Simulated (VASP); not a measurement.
# Al (Im-3m) in VASP: notebook

Runs on Al. Level: PBEsol. Tasks: single point.

Program: VASP 6.6.1. These are calculated values, not measurements. Logs are shortened: lines on timing, memory, paths and dates and some standing lists are left out, and cuts for length are marked.

### Step 1. The crystal as given

It takes space group Im-3m (No. 229, cubic). Conventional cell: a = 3.182 Å, b = 3.182 Å, c = 3.182 Å, α = 90.00°, β = 90.00°, γ = 90.00°. Al (site symmetry m-3m) has 8 Al at 2.76 Å as nearest neighbours.

This isn't the form of Al at room conditions, which is fcc.

### Step 2. Single point, PBEsol

File INCAR:

```
ADDGRID = F
ALGO = Normal
EDIFF = 1E-7
ENCUT = 400
GGA = PS
ISIF = 2
ISMEAR = 1
LASPH = T
LCHARG = F
LREAL = F
LWAVE = F
NELM = 100
PREC = Accurate
SIGMA = 0.05
```

File KPOINTS:

```
k-points
0
Gamma
  15 15 15
```

File POSCAR:

```
Al
1.0
   -1.5505220000      1.6151010000      1.5901740000
    1.5972310000     -1.6159030000      1.6376860000
    1.5218560000      1.5872370000     -1.5909760000
Al
1
Direct
   -0.0427450000     -0.0166940000     -0.0578530000
```

Potentials or basis: VASP PAW PBE potentials, release 64 (Al).

Started as:

```console
$ cat potpaw_PBE.64/Al/POTCAR > POTCAR
$ mpirun -np 1 vasp_std > vasp.out
```

OUTCAR:

```text
EDIFF = 1E-7
   ENCUT = 400
   GGA = PS
   ISIF = 2
   ISMEAR = 1
   LASPH = T
   LREAL = F
   NELM = 100
   PREC = Accurate

 Found   1688 irreducible k-points:

 Following reciprocal coordinates:
            Coordinates               Weight
  0.000000  0.000000  0.000000      1.000000
  0.066667  0.000000  0.000000      2.000000
  0.133333 -0.000000 -0.000000      2.000000
  0.200000  0.000000 -0.000000      2.000000
  0.266667 -0.000000 -0.000000      2.000000
  0.333333 -0.000000 -0.000000      2.000000
   k-points           NKPTS =   1688   k-points in BZ     NKDIM =   1688   number of bands    NBANDS=      5
   number of dos      NEDOS =    301   number of ions     NIONS =      1
   total plane-waves  NPLWV =   5832
   dimension x,y,z NGX =    18 NGY =   18 NGZ =   18
   dimension x,y,z NGXF=    36 NGYF=   36 NGZF=   36
   ions per type =               1
   NGX,Y,Z   is equivalent  to a cutoff of  10.90, 10.68, 11.03 a.u.
   NGXF,Y,Z  is equivalent  to a cutoff of  21.79, 21.37, 22.05 a.u.
 SYSTEM =  unknown system
   PREC   = accura    normal or accurate (medium, high low for compatibility)
   ISTART =      0    job   : 0-new  1-cont  2-samecut
   ICHARG =      2    charge: 1-file 2-atom 10-const
   ISPIN  =      1    spin polarized calculation?
   LNONCOLLINEAR =      F non collinear calculations
   LSORBIT =      F    spin-orbit coupling
   LASPH  =      T    aspherical Exc in radial PAW
   ENCUT  =  400.0 eV  29.40 Ry    5.42 a.u.   4.48  4.57  4.43*2*pi/ulx,y,z
   NELM   =    100;   NELMIN=  2; NELMDL= -5     # of ELM steps
   EDIFF  = 0.1E-06   stopping-criterion for ELM
   LREAL  =      F    real-space projection
   EDIFFG = 0.1E-05   stopping-criterion for IOM
   NSW    =      0    number of steps for IOM
   IBRION =     -1    ionic relax: 0-MD 1-quasi-New 2-CG
   NFREE  =      0    steps in history (QN), initial steepest desc. (CG)
   ISIF   =      2    stress and relaxation
   ISYM   =      2    0-nonsym 1-usesym 2-fastsym
   POTIM  = 0.5000    time-step for ionic-motion
   TEBEG  =    0.0;   TEEND  =   0.0 temperature during run
   PSTRESS=    0.0 pullay stress
   NELECT =       3.0000    total number of electrons
   NUPDOWN=      -1.0000    fix difference up-down
   EMIN   =  10.00;   EMAX   =-10.00  energy-range for DOS
   EFERMI =   0.00;   METHOD = LEGACY
   ISMEAR =     1;   SIGMA  =   0.05  broadening in eV -4-tet -1-fermi 0-gaus
   EFERMI_NEDOS =   21; number of points for ismear=-14 and -15
   IALGO  =     38    algorithm
   IMIX   =      4    mixing-type and parameters
     AMIX     =   0.40;   BMIX     =  1.00
     AMIX_MAG =   1.60;   BMIX_MAG =  1.00
  volume/ion in A,a.u.               =      16.12       108.75
  Fermi-wavevector in a.u.,A,eV,Ry     =   0.934757  1.766435 11.888373  0.873771
  Thomas-Fermi vector in A             =   2.061595
   LORBIT       =      0    0 simple, 1 ext, 2 COOP (PROOUT), +10 PAW based schemes
   GGA     = PS    functional components
   LHFCALC =     F    Hartree Fock is set to
   AEXX    =    0.0000 exact exchange contribution
   IVDW    =     0    specifies the selected vdW correction
   LEPSILON=     F    determine dielectric tensor
   LRPA    =     F    only Hartree local field effects (RPA)
 non-spin polarized calculation
 Methfessel and Paxton  Order N= 1 SIGMA  =   0.05
  energy-cutoff  :      400.00
  volume of cell :       16.12
 maximum number of plane-waves:       311
 NGX is ok and might be reduce to    18
   NGX =  9   NGY =  9   NGZ =  9

 number of electron       3.0000000 magnetization

 Free energy of the ion-electron system (eV)
  ---------------------------------------------------
  ext. energy  EPLUGINS =         0.00000000
  ---------------------------------------------------
  free energy    TOTEN  =        -3.98999898 eV

  energy without entropy =       -3.99000595  energy(sigma->0) =       -3.99000130

 E-fermi :   8.1635     XC(G=0): -10.3464

 val. band max:        8.1574888630   @ k =   0.4667   0.2667   0.2667
 cond. band min:       8.1650536984   @ k =   0.0667   0.4667   0.2667
 fundamental gap:      0.0075648354
 Fermi energy:         8.1635174779

 k-point     1 :       0.0000    0.0000    0.0000
  band No.  band energies     occupation
      1      -3.0919      2.00000
      2      21.0468      0.00000
      3      21.6454      0.00000
      4      21.9521      0.00000
      5      22.7709      0.00000

 k-point     2 :       0.0667    0.0000    0.0000
  band No.  band energies     occupation
      1      -2.9646      2.00000
      2      19.5996      0.00000
      3      20.8269      0.00000
      4      21.3153      0.00000
      5      22.8430      0.00000

 k-point     3 :       0.1333   -0.0000   -0.0000
  band No.  band energies     occupation
      1      -2.5833      2.00000
      2      16.9674      0.00000
      3      19.6983      0.00000
      4      20.2627      0.00000
      5      22.1092      0.00000

 k-point     4 :       0.2000    0.0000   -0.0000
  band No.  band energies     occupation
      1      -1.9501      2.00000
      2      14.2294      0.00000
      3      18.7169      0.00000
      4      19.2120      0.00000
      5      21.1897      0.00000

 k-point     5 :       0.2667   -0.0000   -0.0000
  band No.  band energies     occupation
      1      -1.0685      2.00000
      2      11.6055      0.00000
      3      17.9255      0.00000
      4      18.3090      0.00000
      5      20.3773      0.00000

 k-point     6 :       0.3333   -0.0000   -0.0000
  band No.  band energies     occupation
      1       0.0569      2.00000
      2       9.1557     -0.00000
      3      17.3327      0.00000
      4      17.6066      0.00000
      5      19.7474      0.00000

 [... further k-points ...]

------------------------ aborting loop because EDIFF is reached ----------------------------------------

  FORCE on cell =-STRESS in cart. coord.  units (eV):
  Direction    XX          YY          ZZ          XY          YZ          ZX
  --------------------------------------------------------------------------------------
  -------------------------------------------------------------------------------------
  Total        0.1587694      0.2202967      0.3325147      0.1266307      0.0002505     -0.1663923
  in kB       15.7843885     21.9012635     33.0576476     12.5892526      0.0249037    -16.5422366
  external PRESSURE =      23.5810998 kB  Pullay stress =       0.0000000 kB

 VOLUME and BASIS-vectors are now :
 -----------------------------------------------------------------------------
  energy-cutoff  :      400.00
  volume of cell :       16.12
      direct lattice vectors                 reciprocal lattice vectors
    -1.550522000  1.615101000  1.590174000    -0.001770503  0.312333611  0.309906003
     1.597231000 -1.615903000  1.637686000     0.316062363  0.002905701  0.305229896
     1.521856000  1.587237000 -1.590976000     0.323572133  0.315167177 -0.004603969

 POSITION                                       TOTAL-FORCE (eV/Angst)
 -----------------------------------------------------------------------------------
      1.52013      1.45255      1.63362         0.000000      0.000000     -0.000000
 -----------------------------------------------------------------------------------
    total drift:                                0.000001      0.000001      0.000002

  FREE ENERGIE OF THE ION-ELECTRON SYSTEM (eV)
  ---------------------------------------------------
  free  energy   TOTEN  =        -3.9899989796 eV

  energy  without entropy=       -3.9900059481  energy(sigma->0) =       -3.99000130
```

stdout:

```text
POSCAR found type information on POSCAR Al
 POSCAR found :  1 types and       1 ions
 scaLAPACK will be used
 -----------------------------------------------------------------------------
|                                                                             |
|                                                                             |
|     You enforced a specific xc type in the INCAR file but a different       |
|     I HOPE YOU KNOW WHAT YOU ARE DOING!                                     |
|                                                                             |
 -----------------------------------------------------------------------------

 LDA part: xc-table for (Slater+PW92), standard interpolation
 POSCAR, INCAR and KPOINTS ok, starting setup
 FFT: planning ... GRIDC
 FFT: planning ... GRID_SOFT
 FFT: planning ... GRID
 WAVECAR not read
 entering main loop
```

It took 87 s on 1 thread of Intel Xeon Platinum 8375C at 2.90GHz (Ice Lake), shared host; peak memory 0.19 GiB.

These settings aren't checked as converged: the numbers below hold their error.

What came out:

```
Free energy            : -3.9900 eV
Pressure               : 2.4 GPa
Band gap on the k mesh : none (metal or under the smearing width)
```

Caveat: the PAW data sets were made with another functional, which shifts forces and pressure a little.

### Step 3. Single point, PBEsol

Edit INCAR of step 2 so:

```diff
@@ -13,2 +13,2 @@
 PREC = Accurate
-SIGMA = 0.05
+SIGMA = 0.02
```

KPOINTS is that of step 2.

File POSCAR:

```
Al
1.0
   -1.5912186900      1.5912186900      1.5912186900
    1.5912186900     -1.5912186900      1.5912186900
    1.5912186900      1.5912186900     -1.5912186900
Al
1
Direct
    0.0000000000      0.0000000000      0.0000000000
```

Potentials or basis: VASP PAW PBE potentials, release 64 (Al).

Started as:

```console
$ cat potpaw_PBE.64/Al/POTCAR > POTCAR
$ mpirun -np 1 vasp_std > vasp.out
```

It took 13 s on 1 thread of Intel Xeon Platinum 8375C at 2.90GHz (Ice Lake), shared host; peak memory 0.11 GiB.

These settings aren't checked as converged: the numbers below hold their error.

What came out:

```
Free energy            : -3.9912 eV
Pressure               : 2.2 GPa
Band gap on the k mesh : none (metal or under the smearing width)
```

Caveat: the PAW data sets were made with another functional, which shifts forces and pressure a little.

### Step 4. Single point, PBEsol

INCAR is that of step 3.

KPOINTS is that of step 3.

File POSCAR:

```
Al
1.0
   -1.5505220000      1.6151010000      1.5901740000
    1.5972310000     -1.6159030000      1.6376860000
    1.5218560000      1.5872370000     -1.5909760000
Al
1
Direct
   -0.0427450000     -0.0166940000     -0.0578530000
```

Started as:

```console
$ cat potpaw_PBE.64/Al/POTCAR > POTCAR
$ mpirun -np 1 vasp_std > vasp.out
```

It took 48 s on 1 thread of Intel Xeon Platinum 8375C at 2.90GHz (Ice Lake), shared host; peak memory 0.19 GiB.

The run converged, but some of its settings lie outside the range that counts as converged, so its numbers aren't taken as properties of the crystal.

Results:

```yaml
Free_energy: -3.9900 eV
Pressure: 2.4 GPa
Band_gap_on_the_k_mesh: none (metal or under the smearing width)
```

Caveat: the PAW data sets were made with another functional, which shifts forces and pressure a little.

### Step 5. Single point, PBEsol

Edit INCAR of step 4 so:

```diff
@@ -6,3 +6,3 @@
 ISIF = 2
-ISMEAR = 1
+ISMEAR = -5
 LASPH = T
@@ -13,2 +13,2 @@
 PREC = Accurate
-SIGMA = 0.02
+SIGMA = 0.15
```

KPOINTS is that of step 4.

File POSCAR:

```
Al
1.0
   -1.5912186900      1.5912186900      1.5912186900
    1.5912186900     -1.5912186900      1.5912186900
    1.5912186900      1.5912186900     -1.5912186900
Al
1
Direct
    0.0000000000      0.0000000000      0.0000000000
```

Potentials or basis: VASP PAW PBE potentials, release 64 (Al).

Started as:

```console
$ cat potpaw_PBE.64/Al/POTCAR > POTCAR
$ mpirun -np 1 vasp_std > vasp.out
```

OUTCAR:

```text
EDIFF = 1E-7
   ENCUT = 400
   GGA = PS
   ISIF = 2
   ISMEAR = -5
   LASPH = T
   LREAL = F
   NELM = 100
   PREC = Accurate

 Found    120 irreducible k-points:

 Following reciprocal coordinates:
            Coordinates               Weight
  0.000000  0.000000  0.000000      1.000000
  0.066667  0.000000  0.000000     12.000000
  0.133333  0.000000  0.000000     12.000000
  0.200000  0.000000  0.000000     12.000000
  0.266667  0.000000  0.000000     12.000000
  0.333333  0.000000  0.000000     12.000000
   k-points           NKPTS =    120   k-points in BZ     NKDIM =    120   number of bands    NBANDS=      5
   number of dos      NEDOS =    301   number of ions     NIONS =      1
   total plane-waves  NPLWV =   5832
   dimension x,y,z NGX =    18 NGY =   18 NGZ =   18
   dimension x,y,z NGXF=    36 NGYF=   36 NGZF=   36
   ions per type =               1
   NGX,Y,Z   is equivalent  to a cutoff of  10.86, 10.86, 10.86 a.u.
   NGXF,Y,Z  is equivalent  to a cutoff of  21.72, 21.72, 21.72 a.u.
 SYSTEM =  unknown system
   PREC   = accura    normal or accurate (medium, high low for compatibility)
   ISTART =      0    job   : 0-new  1-cont  2-samecut
   ICHARG =      2    charge: 1-file 2-atom 10-const
   ISPIN  =      1    spin polarized calculation?
   LNONCOLLINEAR =      F non collinear calculations
   LSORBIT =      F    spin-orbit coupling
[... 55 lines left out ...]
 val. band max:        8.2136258057   @ k =   0.2667   0.2667   0.0000
 cond. band min:       8.0931170007   @ k =  -0.4000  -0.4000   0.1333
 fundamental gap:     -0.1205088050
 Fermi energy:         8.2441764497

 k-point     1 :       0.0000    0.0000    0.0000
  band No.  band energies     occupation
      1      -3.0916      2.00000
      2      21.5854      0.00000
      3      21.5854      0.00000
      4      21.5854      0.00000
      5      23.2242      0.00000
[... 33 lines left out ...]
 k-point     6 :       0.3333    0.0000    0.0000
  band No.  band energies     occupation
      1       0.1196      2.00000
      2       9.4036     -0.00952
      3      17.1638      0.00000
      4      17.2770      0.00000
      5      19.0252      0.00000

 [... further k-points ...]

------------------------ aborting loop because EDIFF is reached ----------------------------------------

  FORCE on cell =-STRESS in cart. coord.  units (eV):
  Direction    XX          YY          ZZ          XY          YZ          ZX
  --------------------------------------------------------------------------------------
  -------------------------------------------------------------------------------------
  Total        0.1759277      0.1759277      0.1759277      0.0000000      0.0000000     -0.0000000
  in kB       17.4902162     17.4902162     17.4902162      0.0000000      0.0000000     -0.0000000
  external PRESSURE =      17.4902162 kB  Pullay stress =       0.0000000 kB

 VOLUME and BASIS-vectors are now :
 -----------------------------------------------------------------------------
  energy-cutoff  :      400.00
  volume of cell :       16.12
      direct lattice vectors                 reciprocal lattice vectors
    -1.591218690  1.591218690  1.591218690     0.000000000  0.314224565  0.314224565
     1.591218690 -1.591218690  1.591218690     0.314224565  0.000000000  0.314224565
     1.591218690  1.591218690 -1.591218690     0.314224565  0.314224565  0.000000000

 POSITION                                       TOTAL-FORCE (eV/Angst)
 -----------------------------------------------------------------------------------
      0.00000      0.00000      0.00000        -0.000000      0.000000      0.000000
 -----------------------------------------------------------------------------------
    total drift:                                0.000000     -0.000000      0.000000

  FREE ENERGIE OF THE ION-ELECTRON SYSTEM (eV)
  ---------------------------------------------------
  free  energy   TOTEN  =        -3.9922152299 eV

  energy  without entropy=       -3.9922152299  energy(sigma->0) =       -3.99221523
```

OSZICAR:

```text
N       E                     dE             d eps       ncg     rms          rms(c)
DAV:   1    -0.266724605414E+01   -0.26672E+01   -0.72581E+02  1405   0.246E+02
DAV:   2    -0.401343884631E+01   -0.13462E+01   -0.13109E+01  1605   0.253E+01
DAV:   3    -0.402232388913E+01   -0.88850E-02   -0.89052E-02  1690   0.223E+00
DAV:   4    -0.402233997910E+01   -0.16090E-04   -0.16185E-04  1730   0.833E-02
DAV:   5    -0.402234000684E+01   -0.27740E-07   -0.30387E-07  1775   0.256E-03    0.139E+00
DAV:   6    -0.400398446469E+01    0.18356E-01   -0.27013E-03  1565   0.329E-01    0.784E-01
DAV:   7    -0.399221539002E+01    0.11769E-01   -0.72269E-03  1555   0.520E-01    0.170E-01
DAV:   8    -0.399221317953E+01    0.22105E-05   -0.43002E-05  1850   0.628E-02    0.139E-02
DAV:   9    -0.399221536012E+01   -0.21806E-05   -0.33766E-07  1645   0.408E-03    0.112E-03
DAV:  10    -0.399221525025E+01    0.10986E-06   -0.71358E-09  1465   0.758E-04    0.703E-04
DAV:  11    -0.399221522995E+01    0.20307E-07   -0.30719E-10   975   0.126E-04
   1 F= -.39922152E+01 E0= -.39922152E+01  d E =0.000000E+00
```

It took 14 s on 1 thread of Intel Xeon Platinum 8375C at 2.90GHz (Ice Lake), shared host; peak memory 0.12 GiB.

The run converged, but some of its settings lie outside the range that counts as converged, so its numbers aren't taken as properties of the crystal.

What came out:

```
Free energy            : -3.9922 eV
Pressure               : 1.7 GPa
Band gap on the k mesh : none (metal or under the smearing width)
```

Caveat: the PAW data sets were made with another functional, which shifts forces and pressure a little; tetrahedron occupations give inexact forces and stress in metals.

### Step 6. Single point, PBEsol

INCAR is that of step 5.

KPOINTS is that of step 5.

File POSCAR:

```
Al
1.0
   -1.5505220000      1.6151010000      1.5901740000
    1.5972310000     -1.6159030000      1.6376860000
    1.5218560000      1.5872370000     -1.5909760000
Al
1
Direct
   -0.0427450000     -0.0166940000     -0.0578530000
```

Potentials or basis: VASP PAW PBE potentials, release 64 (Al).

Started as:

```console
$ cat potpaw_PBE.64/Al/POTCAR > POTCAR
$ mpirun -np 1 vasp_std > vasp.out
```

Run time: 52 s. Hardware: 1 thread of Intel Xeon Platinum 8375C at 2.90GHz (Ice Lake), shared host; peak memory 0.2 GiB.

The run converged, but some of its settings lie outside the range that counts as converged, so its numbers aren't taken as properties of the crystal.

What came out:

| Quantity | Value |
| --- | --- |
| Free energy | -3.9897 eV |
| Pressure | 1.9 GPa |
| Band gap on the k mesh | none (metal or under the smearing width) |

Caveat: the PAW data sets were made with another functional, which shifts forces and pressure a little; tetrahedron occupations give inexact forces and stress in metals.
